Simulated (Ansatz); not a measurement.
# SiO2 (I-42d): Zr in place of Si, part 2 of 2

What happens around Zr in place of Si in SiO2 (I-42d)? The defect sits in a supercell of 24 host atoms, whose cell is held.

Ansatz 0.2.0; DFT PBEsol, scalar-relativistic, plane waves, PAW.

### 3 More of the same log: Zr_Si, charge +0, atoms relaxed at the host's cell

Output, continued:

```text
SCF iter   4: F=—  HF=-17480.430687 eV  |F-HF|=—  |Δ(HF+E_count)|=   4.97e-3  Δρ=6.37e-4  dr2=1.16e-3  ethr=2.01e-5  ⟨swp⟩=2.0  Hψ=153  notcnv=0  defer=15
SCF iter   5: F=—  HF=-17480.430959 eV  |F-HF|=—  |Δ(HF+E_count)|=   2.72e-4  Δρ=2.53e-4  dr2=1.80e-4  ethr=8.55e-7  ⟨swp⟩=2.0  Hψ=128  notcnv=0  defer=15
SCF iter   6: F=-17480.431060 eV  HF=-17480.431027 eV  |F-HF|=3.28e-5  |Δ(HF+E_count)|=   6.84e-5  Δρ=7.92e-5  dr2=2.16e-5  ethr=2.81e-8  ⟨swp⟩=21.0  Hψ=908  notcnv=0
SCF 4 converged in 6 iterations: F = -17480.431060 eV  dr2 = 2.16e-5
relax step   4: F+E_penalty+E_count = -17480.43105999 eV  Δ(F+E_penalty+E_count) = -1.203e-1 eV  max|allowed force component| = 2.950e-1 eV/Å  Δτ_max = 0.1266 Å  (6 SCF iters, dr2 threshold 3.82e-5 eV, accepted)
SCF iter   1: F=—  HF=-17480.454836 eV  |F-HF|=—  |Δ(HF+E_count)|=         —  Δρ=2.25e-3  dr2=2.06e-2  ethr=1.10e-4  ⟨swp⟩=3.0  Hψ=189  notcnv=0  defer=18
preconditioner: auto → Resta (q_TF=auto, 2.315 Å⁻¹)  ε∞=2.9  [insulator: Δε(μ)=6.154 eV  Ē_g=16.256 eV  σ=0.020 eV  W_gap=1.00  n_scr=80 (ndim 8)  ℏωp=22.5 eV  f_vac=0.230  D(μ)=0.00/eV (n_scr^D=0)  ε∞_Penn≈2.9]
SCF iter   2: F=—  HF=-17480.448923 eV  |F-HF|=—  |Δ(HF+E_count)|=   5.91e-3  Δρ=1.15e-3  dr2=4.58e-3  ethr=1.52e-5  ⟨swp⟩=3.0  Hψ=153  notcnv=0  defer=18
SCF iter   3: F=—  HF=-17480.448158 eV  |F-HF|=—  |Δ(HF+E_count)|=   7.65e-4  Δρ=5.40e-4  dr2=9.04e-4  ethr=3.36e-6  ⟨swp⟩=2.0  Hψ=122  notcnv=0  defer=18
SCF iter   4: F=—  HF=-17480.447952 eV  |F-HF|=—  |Δ(HF+E_count)|=   2.07e-4  Δρ=1.18e-4  dr2=4.70e-5  ethr=6.64e-7  ⟨swp⟩=2.0  Hψ=126  notcnv=0  defer=18
SCF iter   5: F=-17480.447954 eV  HF=-17480.447954 eV  |F-HF|=4.36e-7  |Δ(HF+E_count)|=   2.53e-6  Δρ=4.81e-5  dr2=7.46e-6  ethr=5.79e-9  ⟨swp⟩=24.0  Hψ=984  notcnv=0
SCF 5 converged in 5 iterations: F = -17480.447954 eV  dr2 = 7.46e-6
relax step   5: F+E_penalty+E_count = -17480.44795368 eV  Δ(F+E_penalty+E_count) = -1.689e-2 eV  max|allowed force component| = 6.819e-2 eV/Å  Δτ_max = 0.0315 Å  (5 SCF iters, dr2 threshold 7.88e-6 eV, accepted)
SCF iter   1: F=—  HF=-17480.449871 eV  |F-HF|=—  |Δ(HF+E_count)|=         —  Δρ=9.76e-4  dr2=3.28e-3  ethr=3.25e-5  ⟨swp⟩=3.0  Hψ=190  notcnv=0  defer=18
preconditioner: auto → Resta (q_TF=auto, 2.315 Å⁻¹)  ε∞=2.9  [insulator: Δε(μ)=6.182 eV  Ē_g=16.266 eV  σ=0.020 eV  W_gap=1.00  n_scr=80 (ndim 8)  ℏωp=22.5 eV  f_vac=0.230  D(μ)=0.00/eV (n_scr^D=0)  ε∞_Penn≈2.9]
SCF iter   2: F=—  HF=-17480.448994 eV  |F-HF|=—  |Δ(HF+E_count)|=   8.76e-4  Δρ=5.02e-4  dr2=8.59e-4  ethr=2.41e-6  ⟨swp⟩=1.0  Hψ=106  notcnv=0  defer=18
SCF iter   3: F=—  HF=-17480.448747 eV  |F-HF|=—  |Δ(HF+E_count)|=   2.48e-4  Δρ=1.62e-4  dr2=6.77e-5  ethr=6.32e-7  ⟨swp⟩=2.0  Hψ=122  notcnv=0  defer=18
SCF iter   4: F=—  HF=-17480.449404 eV  |F-HF|=—  |Δ(HF+E_count)|=   6.57e-4  Δρ=4.27e-5  dr2=5.07e-6  ethr=4.98e-8  ⟨swp⟩=2.0  Hψ=138  notcnv=0  defer=18
SCF iter   5: F=—  HF=-17480.449405 eV  |F-HF|=—  |Δ(HF+E_count)|=   1.55e-6  Δρ=1.83e-5  dr2=1.14e-6  ethr=3.73e-9  ⟨swp⟩=2.0  Hψ=121  notcnv=0  defer=18
SCF iter   6: F=—  HF=-17480.449405 eV  |F-HF|=—  |Δ(HF+E_count)|=   7.24e-8  Δρ=7.03e-6  dr2=1.71e-7  ethr=8.40e-10  ⟨swp⟩=2.0  Hψ=137  notcnv=0  defer=18
SCF iter   7: F=-17480.449405 eV  HF=-17480.449405 eV  |F-HF|=1.41e-8  |Δ(HF+E_count)|=   6.84e-8  Δρ=2.73e-6  dr2=2.59e-8  ethr=7.35e-11  ⟨swp⟩=17.0  Hψ=747  notcnv=0
SCF 6 converged in 7 iterations: F = -17480.449405 eV  dr2 = 2.59e-8
relax step   6: F+E_penalty+E_count = -17480.44940543 eV  Δ(F+E_penalty+E_count) = -1.452e-3 eV  max|allowed force component| = 2.339e-2 eV/Å  Δτ_max = 0.0125 Å  (7 SCF iters, accepted)
SCF converged after 7 iterations
Free energy (F): -17480.449405 eV
Harris-Foulkes:  -17480.449405 eV  (|F-HF|=1.41e-8)
Internal energy: -17480.449405 eV  (E = F + TS)
E sigma→0 (E₀):  -17480.449405 eV
Fermi energy:    4.276210 eV
--- Per-component energies (eV) ---
  E_band       = -891.657068
  E_kinetic    = 3493.819576
  E_local      = -10134.000199  (includes V_loc(G=0)·N_el)
  E_nonlocal   = 1022.821999
  E_hartree    = 3719.366023
  E_xc         = -1718.406912
  E_vxc        = -2026.054835  (∫ρ·V_xc dr)
  E_paw        = -8844.912111  (= ΣΔE_a)
  E_vpaw       = -687.015284  (= ΣTr[D̂ρ^β])
  E_aug_tail   = 0.040999  (compensation charges beyond the density's cutoff)
  E_ewald      = -5020.130034
  E_core_change = 0.951252  (= ΣΔE_core)
  E_smearing   = -0.000000  (= −TS)
  E_closure    = -0.000000  (closes the sum)
  Σ components = -17480.449405   (vs F -17480.449405, Δ=0.00e0)
--- Forces (eV/Å), atoms counted from 1 ---
  atom   1  Zr    -0.00000000     0.00000000     0.00000000
  atom   2  Si    -0.00000000     0.00000000     0.01022448
  atom   3  Si    -0.00000000     0.00000000     0.00000000
  atom   4  Si    -0.00000000    -0.00000000    -0.01022448
  atom   5  Si    -0.00022861     0.00959119     0.02156703
  atom   6  Si     0.00959119     0.00022861    -0.02156703
  atom   7  Si     0.00022861    -0.00959119     0.02156703
  atom   8  Si    -0.00959119    -0.00022861    -0.02156703
  atom   9  O     -0.00016787    -0.01381245    -0.02018746
  atom  10  O     -0.00750998    -0.00064006     0.01373631
  atom  11  O      0.00693214     0.00378586    -0.02338712
  atom  12  O      0.00705037     0.00139030     0.00436296
  atom  13  O      0.00064006    -0.00750998    -0.01373631
  atom  14  O     -0.00378586     0.00693214     0.02338712
  atom  15  O     -0.00139030     0.00705037    -0.00436296
  atom  16  O      0.01381245    -0.00016787     0.02018746
  atom  17  O      0.00139030    -0.00705037    -0.00436296
  atom  18  O     -0.01381245     0.00016787     0.02018746
  atom  19  O     -0.00064006     0.00750998    -0.01373631
  atom  20  O      0.00378586    -0.00693214     0.02338712
  atom  21  O     -0.00693214    -0.00378586    -0.02338712
  atom  22  O     -0.00705037    -0.00139030     0.00436296
  atom  23  O      0.00016787     0.01381245    -0.02018746
  atom  24  O      0.00750998     0.00064006     0.01373631
  max |Σ_I F_I| component: 1.34e-17 eV/Å
--- Band table (eV) ---
  k-point 0: bands = ["-45.0615", "-23.5909", "-23.5909", "-23.5416", "-17.5884", "-17.2575", "-17.2399", "-16.8560", "-16.4901", "-16.4639", "-16.0643", "-15.8822", "-15.8375", "-15.7819", "-15.7350", "-15.7225", "-15.1430", "-14.7764", "-14.7426", "-14.7391", "-7.1854", "-6.4889", "-6.4126", "-5.6039", "-5.0645", "-4.9305", "-4.2638", "-4.0601", "-3.8175", "-3.7611", "-3.6827", "-3.5441", "-2.7534", "-2.5783", "-2.4920", "-2.3694", "-1.5449", "-1.4740", "-1.4140", "-1.2846", "-1.2282", "-1.1041", "-1.0713", "-0.9054", "-0.8485", "-0.7517", "-0.6719", "-0.6164", "-0.4498", "-0.4071", "-0.3110", "-0.1743", "-0.1231", "-0.0171", "0.0476", "0.1568", "0.3624", "0.3923", "0.5239", "0.6196", "0.6999", "0.7362", "0.8083", "0.9230", "1.0186", "1.0748", "1.1287", "1.1905", "7.3619", "7.5325", "7.7868", "8.5148", "8.5938", "8.6237", "9.3879", "9.4885", "9.6740", "10.3098", "10.5386", "10.6868", "10.7666", "10.8098", "11.0703", "11.1994", "11.2758", "11.4006", "11.5370", "11.6598", "11.8615", "12.1512", "12.2018", "12.3460"]
--- Relaxed structure (6 steps of the walk, 6 accepted, 0 SCFs on fresh bases) ---
  F+E_penalty+E_count = -17480.44940543 eV   max|allowed force component| = 2.339e-2 eV/Å
  atoms:
    - { symbol: Zr, position: [0.49999999999999994, 0.0, 0.49999999999999994] }
    - { symbol: Si, position: [0.49999999999999994, 0.49999999999999994, 0.026578100892648768] }
    - { symbol: Si, position: [0.0, 0.49999999999999994, 0.49999999999999994] }
    - { symbol: Si, position: [3.4005439485372025e-19, -2.675094572849296e-19, -0.026578100892648768] }
    - { symbol: Si, position: [0.2299066479537637, 0.2419978364736599, 0.23580551986290396] }
    - { symbol: Si, position: [0.25800216352634014, 0.7299066479537637, 0.764194480137096] }
    - { symbol: Si, position: [0.7700933520462362, 0.75800216352634, 0.23580551986290396] }
    - { symbol: Si, position: [0.7419978364736598, 0.2700933520462362, 0.764194480137096] }
    - { symbol: O, position: [0.16074302585286387, 0.4097054113059209, 0.3701505223799483] }
    - { symbol: O, position: [0.18113120811511108, 0.9272246956380554, 0.8549738565165104] }
    - { symbol: O, position: [0.7209128748253087, 0.9474144662930369, 0.35043149358111675] }
    - { symbol: O, position: [0.6854316095874537, 0.4323516612380534, 0.911418922116093] }
    - { symbol: O, position: [0.4272246956380553, 0.3188687918848888, 0.14502614348348966] }
    - { symbol: O, position: [0.44741446629303694, 0.7790871251746913, 0.6495685064188832] }
    - { symbol: O, position: [0.9323516612380534, 0.814568390412546, 0.08858107788390686] }
    - { symbol: O, position: [0.9097054113059211, 0.33925697414713624, 0.6298494776200518] }
    - { symbol: O, position: [0.06764833876194656, 0.18543160958745372, 0.08858107788390686] }
    - { symbol: O, position: [0.09029458869407897, 0.6607430258528637, 0.6298494776200518] }
    - { symbol: O, position: [0.5727753043619446, 0.6811312081151111, 0.14502614348348966] }
    - { symbol: O, position: [0.5525855337069632, 0.2209128748253088, 0.6495685064188832] }
    - { symbol: O, position: [0.27908712517469114, 0.05258553370696309, 0.35043149358111675] }
    - { symbol: O, position: [0.31456839041254625, 0.5676483387619465, 0.911418922116093] }
    - { symbol: O, position: [0.8392569741471362, 0.590294588694079, 0.3701505223799483] }
    - { symbol: O, position: [0.8188687918848888, 0.07277530436194457, 0.8549738565165104] }
```

Wall time 7.9 s (8 threads of Arm Neoverse V2, shared host); peak memory 0.52 GiB.

The steps of the relaxation:

```
step  energy from step 1 (eV/cell)  largest force component (eV/Å)
   1                        0.0000                         14.6680
   2                       -8.4266                          2.5996
   3                       -9.5390                          0.7822
   4                       -9.6592                          0.2950
   5                       -9.6761                          0.0682
   6                       -9.6776                          0.0234
```

Step 1 is the start.

The largest move, 0.42 Å, is shared by several atoms, O11 among them.

It ends with free energy -17480.449 eV, gap on the mesh 6.17 eV.

Density in a lattice plane of the grid's cell (edges 7.05 and 7.34 Å, at 0.221 of the third edge), which holds Si and O.

Ten even steps from ' ' (0.00 e/Å³) to '@' (7.34 e/Å³):
```
                                                
                                                
                                                
                                                
                          ......                
                      ..--**++::..              
                      ::**@@%%==..              
                      ..--**++::                
                        ......                  
                                                
                                                
                                                
                                                
                                                
                                                
    ....            ..                          
..----::..        ......                        
--####==..          ..                          
::++**--..                                      
  ....                                          
```
Columns run along the first of these edges and rows up along the second, over one cell in 24 and 20 even steps from the bottom left corner. Atoms in the plane (fractional): Si at (0.23, 0.24), O at (0.55, 0.65).

ELF in the same plane.

Ten even steps from ' ' (0.00) to '@' (0.85):
```
--**##**==..                      ....::::..  ..
  ..::....                    ....::--++++==::  
                          ........::==####++--..
                    ::==++++++==....::==++--..  
..                --**%%@@@@@@%%++..  ..::::....
==--..          ..++%%@@@@%%%%@@@@==  ..==++++++
##++::          ..++%%@@%%--==%%@@++::--**%%%%%%
##==..            --##@@@@%%%%@@##==..--**%%@@%%
++::              ..--##@@@@@@%%++::  ::++##%%##
..                    ::==++**++--      ::====--
            ......        ......            ..  
    ........::::--::                            
    ..::::::--====::..                          
  ..........::::::........                      
::----::  ......::--==++++--..                ..
##%%%%%%++....::**##%%%%%%**--            ..--**
@@@@@@@@@@++..==%%@@@@@@@@##==..          ::**%%
@@%%**@@@@**::--**%%@@@@@@**::            ::**@@
@@@@%%@@@@++....==##%%%%**--                ==%%
%%@@@@@@##--    ..--++==::                  ..==
```
Columns run along the first of these edges and rows up along the second, over one cell in 24 and 20 even steps from the bottom left corner. Atoms in the plane (fractional): Si at (0.23, 0.24), O at (0.55, 0.65).

Both are smooth fields of the valence electrons: close to the nuclei they are not physical.

The highest ELF values outside the cores: 0.87 beside O, off the lines to its neighbours, 0.7 Å from O; 0.86 in the shell around O, 0.6 Å from O; 0.86 on the O–Si line, 0.7 Å from O.

### 4 How the shell moved

| state | neighbours of the first change (round the atom where it ends) | largest move from the ideal sites (Å) | cell moment (μB) | gap on the mesh (eV) |
| --- | --- | --- | --- | --- |
| ideal sites | 4 O at 1.62 Å |  | 0.00 |  |
| charge 0 | 4 O at 1.94 Å | 0.42 | 0.00 | 6.17 |

### 5 What came out

This closing draws on all 2 parts.

```
                 quantity     value
formation energy, neutral  -0.32 eV
    largest move, neutral    0.42 Å
```

What this shows: With atoms taken from and given to the elements' standard states, the neutral defect gains 0.32 eV; that is one limit of the chemical potentials, and it holds no correction for gases. A gain means that this limit lies outside the range in which the host is stable, or that the atom binds strongly. In the neutral cell the 4 nearest neighbours move out by 0.32 Å on average. A cell of 24 atoms is small: the defect feels its images, and no test of size was made.
